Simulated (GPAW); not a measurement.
Write an ASE script for GPAW 26.7.0 that does the following.

```
Task                : single point
Functional          : TB-mBJ
Potentials or basis : GPAW PAW data sets for LDA (gpaw-data 1.2.1)
Cutoff              : 600 eV
Basis               : pw
k mesh              : 6 × 6 × 4
Occupations         : fermi-dirac, width 0.05 eV
Spin                : no spin polarisation
Maxiter             : 150
```

Si2W:

```
W Si
1.0
     4.61685    0.00000    0.00000
    -2.30843    3.99831    0.00000
     0.00000    0.00000    6.65322
W Si
3 6
Direct
  0.50000 0.00000 0.50000
  0.50000 0.50000 0.83333
  0.00000 0.50000 0.16667
  0.32725 0.16363 0.16667
  0.83637 0.16363 0.83333
  0.16363 0.32725 0.50000
  0.67275 0.83637 0.16667
  0.16363 0.83637 0.83333
  0.83637 0.67275 0.50000
```

Measurements of this composition are mostly on another form, of space group No. 139.

One way to write it, as run:

run.py

```python
from ase import Atoms
from ase.dft.bandgap import bandgap
from ase.io import write
from gpaw import GPAW, PW

atoms = Atoms(['W', 'W', 'W', 'Si', 'Si', 'Si', 'Si', 'Si', 'Si'],
              cell=[[4.6168523821, 0.0, 0.0],
                    [-2.3084261911, 3.9983114484, 0.0],
                    [0.0, 0.0, 6.653222]],
              scaled_positions=[[0.5, 0.0, 0.5],
                                [0.5, 0.5, 0.8333333333],
                                [0.0, 0.5, 0.1666666667],
                                [0.327252, 0.163626, 0.1666666667],
                                [0.836374, 0.163626, 0.8333333333],
                                [0.163626, 0.327252, 0.5],
                                [0.672748, 0.836374, 0.1666666667],
                                [0.163626, 0.836374, 0.8333333333],
                                [0.836374, 0.672748, 0.5]],
              pbc=True)

calc = GPAW(mode=PW(600),
            xc='TB09',
            kpts={'size': (6, 6, 4), 'gamma': True},
            occupations={'name': 'fermi-dirac', 'width': 0.05},
            nbands=59,
            convergence={'density': 1e-05, 'energy': 1e-05},
            eigensolver='cg',
            maxiter=150,
            txt='gpaw.txt')
atoms.calc = calc
energy = atoms.get_potential_energy()
calc.write('gs.gpw')
write('result.traj', atoms)
print('Fermi level:', round(calc.get_fermi_level(), 4), 'eV')
print(f'Gap: {bandgap(calc)[0]:.4f} eV, direct: {bandgap(calc, direct=True)[0]:.4f} eV')
```

Potentials or basis: GPAW PAW data sets for LDA (gpaw-data 1.2.1), pw.

Run with:

```bash
$ OMP_NUM_THREADS=1 python run.py
```

It gave:

```
Band gap on the k mesh : 0.14 eV, indirect (least direct gap 0.70 eV)
```

Caveat: a model potential gives levels but no total energy; spin-orbit coupling is left out, which moves the levels of the heavy elements.

It took 10 min on 1 thread of Arm Neoverse V2 (shared host), peak memory 0.57 GiB.
